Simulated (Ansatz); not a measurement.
# Al2O3 (Corundum) (R-3c) in Ansatz: settings compared

Aim: see how the results for Al2O3 (Corundum) move with the level of theory and the settings. Levels: rPW86-PBE, PBE. Tasks: single point, equation of state, band structure.

Everything below comes from runs of Ansatz 0.2.0. Logs are shortened: lines on timing, memory, paths and dates and some standing lists are left out, and cuts for length are marked.

**The experiment to reproduce.**

“Multi-petahertz electron interference in Cr:Al2O3 solid-state material”, 2018, pmc:5906618 quotes, for a bulk crystal of Al2O3: band gap 8.7 eV (optical).

How close the calculation comes is told below.

**1. The structure**

The structure is trigonal, space group R-3c (No. 167). Conventional cell: a = 4.760 Å, b = 4.760 Å, c = 12.996 Å, α = 90.00°, β = 90.00°, γ = 120.00°. Al (site symmetry 3) is surrounded by 6 O at 1.85 to 1.97 Å. O (site symmetry 2) is surrounded by 4 Al at 1.85 to 1.97 Å.

**2. Single point, rPW86-PBE, 7.99 Å³/atom (volume scaled by 0.94)**

Input file input.yaml:

```yaml
crystal:
  lattice:
    - [2.3316598353, 1.3461844335, 4.2434364115]
    - [-2.3316598353, 1.3461844335, 4.2434364115]
    - [0.0, -2.6923688671, 4.2434364115]
  atoms:
    - { symbol: Al, position: [0.85216, 0.85216, 0.85216] }
    - { symbol: Al, position: [0.64784, 0.64784, 0.64784] }
    - { symbol: Al, position: [0.14784, 0.14784, 0.14784] }
    - { symbol: Al, position: [0.35216, 0.35216, 0.35216] }
    - { symbol: O, position: [0.05668, 0.75, 0.44332] }
    - { symbol: O, position: [0.75, 0.44332, 0.05668] }
    - { symbol: O, position: [0.44332, 0.05668, 0.75] }
    - { symbol: O, position: [0.94332, 0.25, 0.55668] }
    - { symbol: O, position: [0.25, 0.55668, 0.94332] }
    - { symbol: O, position: [0.55668, 0.94332, 0.25] }
hamiltonian:
  xc: { exchange: rpw86, correlation: pbe }
  pseudopotentials: { kind: paw }
kpoints:
  mp_grid: { grid: [7, 7, 7] }
scf:
  occupations: { method: fermi_dirac, width: 0.05 }
output:
  forces: true
  stress: true
  eigenvalues: true
```

Potentials or basis: Ansatz PAW.

Command:

```console
> ansatz run input.yaml --threads 2 --pin off --max-ram 5120MiB --backend cpu --events-out ev --progress --plain --runs-dir out
```

Standard output:

```text
Warning: RAYON_NUM_THREADS=2 ignored (pool sized by the plan → 2); use --threads N
Engine: ansatz 0.2.0, aarch64-unknown-linux-gnu
Pseudopotentials: kind: paw
Pseudopotential: Al, paw, valence charge 3, recommended cutoff 420 eV (normal), Al.paw.azcp
Pseudopotential: O, paw, valence charge 6, recommended cutoff 420 eV (normal), O.paw.azcp
Functional definition: unnamed
  exchange = rpw86_x
  correlation = pbe_c
Crystal: 10 atoms, lattice volume = 79.917 Å³
Basis set: ecut = 420 eV, 1593 PW (Γ), exchange–correlation on 72×72×72 points (8 copies of the dense FFT grid, shifted against one another)
Bands: 34, of which v1, the nominal top of the filled ones, is band 24 counted from 1 (23 counted from 0)
Symmetry: 12 space group operations
Space group: R-3c (ITA 167), of the structure as read, at distance tolerance 4.3e-5 Å
k-points: 44 of 343
Non-local potential: Al, projectors of the file, l = 0: 2, l = 1: 2, l = 2: 1
Non-local potential: O, projectors of the file, l = 0: 2, l = 1: 2, l = 2: 1
PAW form: soft (Blöchl's): semilocal exchange-correlation on the pseudo side does not see the compensation charge
PAW frozen core: Al, regenerated for the run's functional, and the local potential with it (the file was generated under x = pbe(κ = 0.804, μ = 0.2195149727645171), c = pbe(β = 0.06672455060314922))
PAW frozen core: O, regenerated for the run's functional, and the local potential with it (the file was generated under x = pbe(κ = 0.804, μ = 0.2195149727645171), c = pbe(β = 0.06672455060314922))
PAW one-centre angular grid: Al, 110 points (default); XC on 64 Gauss nodes
PAW one-centre angular grid: O, 110 points (default); XC on 64 Gauss nodes
Initial density: superposition of atomic densities (neutral atoms: chi_scale 0, normalization atom), corrected by the library's trained network
Initial wavefunctions: pseudopotential atomic-orbital guess
Functional: x = rpw86, c = pbe(β = 0.06672455060314922)
SCF iter   1: F=—  HF=-5646.936938 eV  |F-HF|=—  |Δ(HF+E_count)|=         —  Δρ=2.00e-2  dr2=1.97e-1  ethr=1.77e-3  ⟨swp⟩=7.7  Hψ=8144  notcnv=0  defer=28
preconditioner: auto → none  [insulator: Δε(μ)=7.229 eV  Ē_g=18.534 eV  σ=0.050 eV  W_gap=1.00  n_scr=14 (ndim 8)  ℏωp=28.8 eV  f_vac=0.000  D(μ)=0.00/eV (n_scr^D=0)  ε∞_Penn≈3.4]
SCF iter   2: F=—  HF=-5646.879064 eV  |F-HF|=—  |Δ(HF+E_count)|=   5.79e-2  Δρ=5.71e-3  dr2=1.85e-2  ethr=4.10e-4  ⟨swp⟩=2.2  Hψ=3068  notcnv=0  defer=157
SCF iter   3: F=—  HF=-5646.873200 eV  |F-HF|=—  |Δ(HF+E_count)|=   5.86e-3  Δρ=1.06e-3  dr2=3.92e-4  ethr=3.86e-5  ⟨swp⟩=2.0  Hψ=2442  notcnv=0  defer=113
automatic band count: iteration 3 solves 33 bands in place of 34: the levels show a gap, and the empty bands left out lie too high to hold charge; the band table lists the bands solved (type scf.n_extra_bands for more)
SCF iter   4: F=—  HF=-5646.873483 eV  |F-HF|=—  |Δ(HF+E_count)|=   2.83e-4  Δρ=9.56e-5  dr2=2.59e-6  ethr=8.17e-7  ⟨swp⟩=2.0  Hψ=2328  notcnv=0  defer=113
SCF iter   5: F=—  HF=-5646.873529 eV  |F-HF|=—  |Δ(HF+E_count)|=   4.64e-5  Δρ=3.02e-5  dr2=3.04e-7  ethr=5.39e-9  ⟨swp⟩=2.0  Hψ=2395  notcnv=0  defer=113
SCF iter   6: F=-5646.873530 eV  HF=-5646.873530 eV  |F-HF|=1.43e-8  |Δ(HF+E_count)|=   6.86e-7  Δρ=4.69e-6  dr2=6.49e-9  ethr=2.08e-10  ⟨swp⟩=10.5  Hψ=6771  notcnv=0
SCF 1 converged in 6 iterations: F = -5646.873530 eV  dr2 = 6.49e-9
SCF converged after 6 iterations
Free energy (F): -5646.873530 eV
Harris-Foulkes:  -5646.873530 eV  (|F-HF|=1.43e-8)
Internal energy: -5646.873530 eV  (E = F + TS)
E sigma→0 (E₀):  -5646.873530 eV
Fermi energy:    12.260804 eV
--- Per-component energies (eV) ---
  E_band       = 101.997170
  E_kinetic    = 1202.206193
  E_local      = -1934.193049  (includes V_loc(G=0)·N_el)
  E_nonlocal   = 331.348956
  E_hartree    = 724.241834
  E_xc         = -625.136737
  E_vxc        = -705.327608  (∫ρ·V_xc dr)
  E_paw        = -2897.662640  (= ΣΔE_a)
  E_vpaw       = -240.535010  (= ΣTr[D̂ρ^β])
  E_aug_tail   = 0.015208  (compensation charges beyond the density's cutoff)
  E_ewald      = -2447.697601
  E_core_change = 0.004306  (= ΣΔE_core)
  E_smearing   = -0.000000  (= −TS)
  E_closure    = 0.000000  (closes the sum)
  Σ components = -5646.873530   (vs F -5646.873530, Δ=0.00e0)
--- Forces (eV/Å), atoms counted from 1 ---
  atom   1  Al    -0.00000000    -0.00000000     0.03031540
  atom   2  Al    -0.00000000     0.00000000    -0.03031540
  atom   3  Al     0.00000000     0.00000000    -0.03031540
  atom   4  Al     0.00000000    -0.00000000     0.03031540
  atom   5  O      0.05259665     0.09110006     0.00000000
  atom   6  O      0.05259665    -0.09110006    -0.00000000
  atom   7  O     -0.10519329     0.00000000     0.00000000
  atom   8  O     -0.05259665    -0.09110006    -0.00000000
  atom   9  O     -0.05259665     0.09110006     0.00000000
  atom  10  O      0.10519329     0.00000000     0.00000000
  max |Σ_I F_I| component: 1.85e-17 eV/Å
--- Stress (GPa, compression-positive) ---
       30.858521       0.000000       0.000000
        0.000000      30.858521       0.000000
        0.000000       0.000000      29.144966
  P = ⅓ Tr σ = 30.2873 GPa (302.873 kbar)
--- Band table (eV; the first three rows and the last of 44) ---
  k-point 0: bands = ["-11.0077", "-8.4639", "-8.1535", "-8.1535", "-7.8303", "-7.8303", "1.4768", "2.5322", "2.8534", "2.8534", "4.0146", "4.0404", "4.0404", "5.0926", "5.5888", "7.1178", "7.1178", "7.2367", "7.2367", "8.0810", "8.0810", "8.5818", "8.5818", "8.6384", "15.7524", "18.4601", "20.2005", "20.9298", "20.9369", "20.9369", "21.5849", "21.6447", "21.6448"]
  k-point 1: bands = ["-10.8938", "-8.5113", "-8.2377", "-8.1800", "-7.8847", "-7.8354", "1.5988", "2.2852", "2.7164", "3.3880", "3.4622", "3.9754", "4.8433", "5.5477", "5.8127", "6.7169", "7.0570", "7.1497", "7.3233", "7.8419", "7.9217", "8.3089", "8.5505", "8.5915", "16.2131", "18.8478", "19.8244", "20.5579", "20.7455", "20.8058", "21.7546", "21.8329", "22.1094"]
  k-point 2: bands = ["-10.5646", "-8.8707", "-8.2309", "-8.2187", "-8.0108", "-7.8788", "1.7894", "2.3827", "2.3972", "3.2949", "3.9200", "4.4254", "5.7074", "5.7894", "6.2672", "6.5329", "6.6276", "6.8618", "7.1750", "7.1768", "7.7774", "8.1020", "8.4198", "8.4709", "17.2620", "19.3403", "19.5959", "19.9170", "20.2833", "20.6438", "21.7115", "21.7396", "22.0481"]
  k-point 43: bands = ["-9.9372", "-9.7631", "-8.3067", "-8.2017", "-7.9067", "-7.8612", "2.6764", "2.8003", "3.6546", "3.7031", "4.1008", "4.5108", "4.6795", "4.8999", "5.8716", "6.0885", "6.1846", "6.6658", "6.8732", "7.0332", "7.9790", "7.9830", "8.1161", "8.1767", "18.2946", "18.5077", "20.1893", "20.3516", "21.4262", "21.5002", "21.5785", "21.9980", "22.2981"]
```

It took 3.6 s on 2 threads of Arm Neoverse V1, shared host; peak memory 0.39 GiB.

What came out:

* Free energy: -5646.8735 eV
* Pressure: 30.3 GPa
* Largest force: 0.105 eV/Å
* Band gap on the k mesh: 7.11 eV, direct

Caveat: odd divisions of the mesh miss points on the zone boundary, where band edges often lie, so the gap on the mesh can be too wide; the pressure holds a Pulay correction of +1.0 GPa for the finite cutoff; the PAW data sets come from PBE, with cores solved anew for the run's functional, which leaves a small shift of forces and pressure.

**3. Single point, rPW86-PBE, 8.16 Å³/atom (volume scaled by 0.96)**

Edit input.yaml of step 2 so:

```diff
@@ -2,5 +2,5 @@
   lattice:
-    - [2.3316598353, 1.3461844335, 4.2434364115]
-    - [-2.3316598353, 1.3461844335, 4.2434364115]
-    - [0.0, -2.6923688671, 4.2434364115]
+    - [2.348080516, 1.3556649179, 4.2733207511]
+    - [-2.348080516, 1.3556649179, 4.2733207511]
+    - [0.0, -2.711329836, 4.2733207511]
   atoms:
@@ -27 +27,5 @@
   eigenvalues: true
+  write_density: true
+  write_potential: true
+  elf: true
+  volumetric_format: npy
```

Potentials or basis: Ansatz PAW.

Command:

```console
> ansatz run input.yaml --threads 2 --pin off --max-ram 5120MiB --backend cpu --events-out ev --progress --plain --runs-dir out
```

Wall time 4.7 s (2 threads of Arm Neoverse V1, shared host); peak memory 0.4 GiB.

It converged, with:

```
Free energy            : -5647.1579 eV
Pressure               : 23.4 GPa
Largest force          : 0.081 eV/Å
Band gap on the k mesh : 6.84 eV, direct
```

Caveat: odd divisions of the mesh miss points on the zone boundary, where band edges often lie, so the gap on the mesh can be too wide; the pressure holds a Pulay correction of +1.0 GPa for the finite cutoff; the PAW data sets come from PBE, with cores solved anew for the run's functional, which leaves a small shift of forces and pressure.

**4. Single point, rPW86-PBE, 8.33 Å³/atom (volume scaled by 0.98)**

Edit input.yaml of step 3 so:

```diff
@@ -2,5 +2,5 @@
   lattice:
-    - [2.348080516, 1.3556649179, 4.2733207511]
-    - [-2.348080516, 1.3556649179, 4.2733207511]
-    - [0.0, -2.711329836, 4.2733207511]
+    - [2.3642746864, 1.3650146266, 4.30279286]
+    - [-2.3642746864, 1.3650146266, 4.30279286]
+    - [0.0, -2.7300292533, 4.30279286]
   atoms:
@@ -27,5 +27 @@
   eigenvalues: true
-  write_density: true
-  write_potential: true
-  elf: true
-  volumetric_format: npy
```

Command:

```console
> ansatz run input.yaml --threads 2 --pin off --max-ram 5120MiB --backend cpu --events-out ev --progress --plain --runs-dir out
```

Run time: 3.7 s. Hardware: 2 threads of Arm Neoverse V1, shared host; peak memory 0.39 GiB.

Results (log left out):

```
Free energy            : -5647.3734 eV
Pressure               : 17.2 GPa
Largest force          : 0.061 eV/Å
Band gap on the k mesh : 6.56 eV, direct
```

Caveat: odd divisions of the mesh miss points on the zone boundary, where band edges often lie, so the gap on the mesh can be too wide; the pressure holds a Pulay correction of +0.9 GPa for the finite cutoff; the PAW data sets come from PBE, with cores solved anew for the run's functional, which leaves a small shift of forces and pressure.

**5. Single point, rPW86-PBE, 8.50 Å³/atom**

Edit input.yaml of step 4 so:

```diff
@@ -2,5 +2,5 @@
   lattice:
-    - [2.3642746864, 1.3650146266, 4.30279286]
-    - [-2.3642746864, 1.3650146266, 4.30279286]
-    - [0.0, -2.7300292533, 4.30279286]
+    - [2.38025, 1.3742379782, 4.3318666667]
+    - [-2.38025, 1.3742379782, 4.3318666667]
+    - [0.0, -2.7484759565, 4.3318666667]
   atoms:
```

Command:

```console
> ansatz run input.yaml --threads 2 --pin off --max-ram 5120MiB --backend cpu --events-out ev --progress --plain --runs-dir out
```

Run time: 3.8 s. Hardware: 2 threads of Arm Neoverse V1, shared host; peak memory 0.39 GiB.

The run converged. Its results:

```yaml
Free_energy: -5647.5253 eV
Pressure: 11.6 GPa
Largest_force: 0.075 eV/Å
Band_gap_on_the_k_mesh: 6.31 eV, direct
```

Caveat: odd divisions of the mesh miss points on the zone boundary, where band edges often lie, so the gap on the mesh can be too wide; the pressure holds a Pulay correction of +0.9 GPa for the finite cutoff; the PAW data sets come from PBE, with cores solved anew for the run's functional, which leaves a small shift of forces and pressure.

**6. Single point, rPW86-PBE, 8.67 Å³/atom (volume scaled by 1.02)**

Edit input.yaml of step 5 so:

```diff
@@ -2,5 +2,5 @@
   lattice:
-    - [2.38025, 1.3742379782, 4.3318666667]
-    - [-2.38025, 1.3742379782, 4.3318666667]
-    - [0.0, -2.7484759565, 4.3318666667]
+    - [2.3960137044, 1.3833391572, 4.3605553615]
+    - [-2.3960137044, 1.3833391572, 4.3605553615]
+    - [0.0, -2.7666783145, 4.3605553615]
   atoms:
```

Potentials or basis: Ansatz PAW.

Command:

```console
> ansatz run input.yaml --threads 2 --pin off --max-ram 5120MiB --backend cpu --events-out ev --progress --plain --runs-dir out
```

Wall time 3.8 s (2 threads of Arm Neoverse V1, shared host); peak memory 0.4 GiB.

It converged, with:

```yaml
Free_energy: -5647.6204 eV
Pressure: 6.4 GPa
Largest_force: 0.087 eV/Å
Band_gap_on_the_k_mesh: 6.05 eV, direct
```

Caveat: odd divisions of the mesh miss points on the zone boundary, where band edges often lie, so the gap on the mesh can be too wide; the pressure holds a Pulay correction of +0.9 GPa for the finite cutoff; the PAW data sets come from PBE, with cores solved anew for the run's functional, which leaves a small shift of forces and pressure.

**7. Single point, rPW86-PBE, 8.84 Å³/atom (volume scaled by 1.04)**

Edit input.yaml of step 6 so:

```diff
@@ -2,5 +2,5 @@
   lattice:
-    - [2.3960137044, 1.3833391572, 4.3605553615]
-    - [-2.3960137044, 1.3833391572, 4.3605553615]
-    - [0.0, -2.7666783145, 4.3605553615]
+    - [2.4115726709, 1.3923221307, 4.3888714495]
+    - [-2.4115726709, 1.3923221307, 4.3888714495]
+    - [0.0, -2.7846442615, 4.3888714495]
   atoms:
```

Command:

```console
> ansatz run input.yaml --threads 2 --pin off --max-ram 5120MiB --backend cpu --events-out ev --progress --plain --runs-dir out
```

Run time: 3.8 s. Hardware: 2 threads of Arm Neoverse V1, shared host; peak memory 0.4 GiB.

It converged, with:

```
Free energy            : -5647.6637 eV
Pressure               : 1.8 GPa
Largest force          : 0.099 eV/Å
Band gap on the k mesh : 5.81 eV, direct
```

Caveat: odd divisions of the mesh miss points on the zone boundary, where band edges often lie, so the gap on the mesh can be too wide; the pressure holds a Pulay correction of +0.9 GPa for the finite cutoff; the PAW data sets come from PBE, with cores solved anew for the run's functional, which leaves a small shift of forces and pressure.

**8. Single point, rPW86-PBE, 9.01 Å³/atom (volume scaled by 1.06)**

Edit input.yaml of step 7 so:

```diff
@@ -2,5 +2,5 @@
   lattice:
-    - [2.4115726709, 1.3923221307, 4.3888714495]
-    - [-2.4115726709, 1.3923221307, 4.3888714495]
-    - [0.0, -2.7846442615, 4.3888714495]
+    - [2.4269334206, 1.4011906636, 4.4168267984]
+    - [-2.4269334206, 1.4011906636, 4.4168267984]
+    - [0.0, -2.8023813274, 4.4168267984]
   atoms:
```

Command:

```console
> ansatz run input.yaml --threads 2 --pin off --max-ram 5120MiB --backend cpu --events-out ev --progress --plain --runs-dir out
```

Wall time 3.8 s (2 threads of Arm Neoverse V1, shared host); peak memory 0.4 GiB.

Results (log left out):

- Free energy: -5647.6597 eV
- Pressure: -2.5 GPa
- Largest force: 0.109 eV/Å
- Band gap on the k mesh: 5.57 eV, direct

Caveat: odd divisions of the mesh miss points on the zone boundary, where band edges often lie, so the gap on the mesh can be too wide; the pressure holds a Pulay correction of +0.9 GPa for the finite cutoff; the PAW data sets come from PBE, with cores solved anew for the run's functional, which leaves a small shift of forces and pressure.

**9. Equation of state, rPW86-PBE**

Potentials or basis: Ansatz PAW.

No new run: the results of the series are fitted here.

What came out:

* Equilibrium volume: 8.91 Å³/atom
* Bulk modulus at fixed shape and positions: 224 GPa
* Pressure derivative of the bulk modulus: 4.0

Energy against volume, from the lowest point:
```csv
volume (Å³/atom),energy (meV/atom)
7.992,79.02
8.162,50.58
8.332,29.04
8.502,13.84
8.672,4.33
8.842,0.00
9.012,0.40
```

Caveat: the potentials were made for another functional, which shifts forces and pressure; the cell was scaled at fixed shape and fractional positions, which overstates the stiffness of a crystal with free parameters, most of all of layers and chains.

**10. Band structure, PBE**

Edit input.yaml of step 8 so:

```diff
@@ -2,5 +2,5 @@
   lattice:
-    - [2.4269334206, 1.4011906636, 4.4168267984]
-    - [-2.4269334206, 1.4011906636, 4.4168267984]
-    - [0.0, -2.8023813274, 4.4168267984]
+    - [2.38025, 1.3742379782, 4.3318666667]
+    - [-2.38025, 1.3742379782, 4.3318666667]
+    - [0.0, -2.7484759565, 4.3318666667]
   atoms:
@@ -17,8 +17,16 @@
 hamiltonian:
-  xc: { exchange: rpw86, correlation: pbe }
-  pseudopotentials: { kind: paw }
+  xc: pbe
+  pseudopotentials: { kind: paw, source: jth }
 kpoints:
   mp_grid: { grid: [7, 7, 7] }
+  band_path:
+    path:
+      - [[0.0, 0.0, 0.0], [0.5, 0.0, 0.0], [0.5, 0.2337604794, -0.2337604794]]
+      - [[0.7662395206, 0.5, 0.2337604794], [0.5, 0.5, 0.5], [0.0, 0.0, 0.0], [0.3668802397, 0.0, -0.3668802397]]
+      - [[0.6331197603, 0.3668802397, 0.0], [0.5, 0.5, 0.0], [0.6331197603, 0.6331197603, 0.2337604794], [0.5, 0.5, 0.5]]
+      - [[0.5, 0.0, 0.0], [0.7662395206, 0.3668802397, 0.3668802397]]
+    npoints: 10
 scf:
   occupations: { method: fermi_dirac, width: 0.05 }
+  n_extra_bands: 25
 output:
@@ -27 +35,6 @@
   eigenvalues: true
+  fatbands: false
+  write_density: true
+  write_potential: true
+  elf: true
+  volumetric_format: npy
```

Potentials or basis: JTH PAW.

Command:

```console
> ansatz run input.yaml --threads 2 --pin off --max-ram 5120MiB --backend cpu --events-out ev --progress --plain --runs-dir out
```

Wall time 51 s (2 threads of Arm Neoverse V1, shared host); peak memory 1.6 GiB.

Results (log left out):

```
Free energy             : -5569.3787 eV
Pressure                : 7.5 GPa
Largest force           : 0.066 eV/Å
Band gap on the k mesh  : 6.21 eV, direct
Band gap along the path : 6.21 eV, direct
```

Forces in eV/Å, atoms in the order of the input:
```
Al   0.000  0.000 -0.066
Al   0.000  0.000  0.066
Al   0.000  0.000  0.066
Al   0.000  0.000 -0.066
O   -0.026 -0.046  0.000
O   -0.026  0.046  0.000
O    0.053  0.000  0.000
O    0.026  0.046  0.000
O    0.026 -0.046  0.000
O   -0.053  0.000  0.000
```

Stress tensor (GPa, compression positive):
```
7.77 0.00 0.00
0.00 7.77 0.00
0.00 0.00 6.96
```

Levels at the corners of the path, in eV from the valence-band top:
```csv
point,band 22,band 23,band 24,band 25,band 26,band 27
Γ,-0.04,-0.04,0.00,6.21,9.12,10.71
L,-0.91,-0.27,-0.27,9.46,9.46,9.62
B1,-0.85,-0.51,-0.51,9.69,9.69,10.11
B,-0.85,-0.51,-0.51,9.69,9.69,10.11
Z,-0.38,-0.38,-0.38,8.66,8.66,11.06
Γ,-0.04,-0.04,0.00,6.21,9.12,10.71
X,-0.85,-0.56,-0.29,9.49,9.52,9.74
Q,-0.85,-0.56,-0.29,9.49,9.52,9.74
F,-0.92,-0.74,-0.26,9.62,9.71,9.92
P1,-0.86,-0.75,-0.47,9.72,9.92,10.19
Z,-0.38,-0.38,-0.38,8.66,8.66,11.06
L,-0.91,-0.27,-0.27,9.46,9.46,9.62
P,-0.86,-0.75,-0.47,9.72,9.92,10.19
```

**11. Against experiment**

Step 10. A measured gap of Al2O3 is 8.7 eV (optical; quoted in “Multi-petahertz electron interference in Cr:Al2O3 solid-state material”, 2018, pmc:5906618); the calculated 6.21 eV misses it by -2.49 eV. The value is that of PBE, without temperature or zero-point motion. Semilocal functionals fall short of measured gaps as a rule.
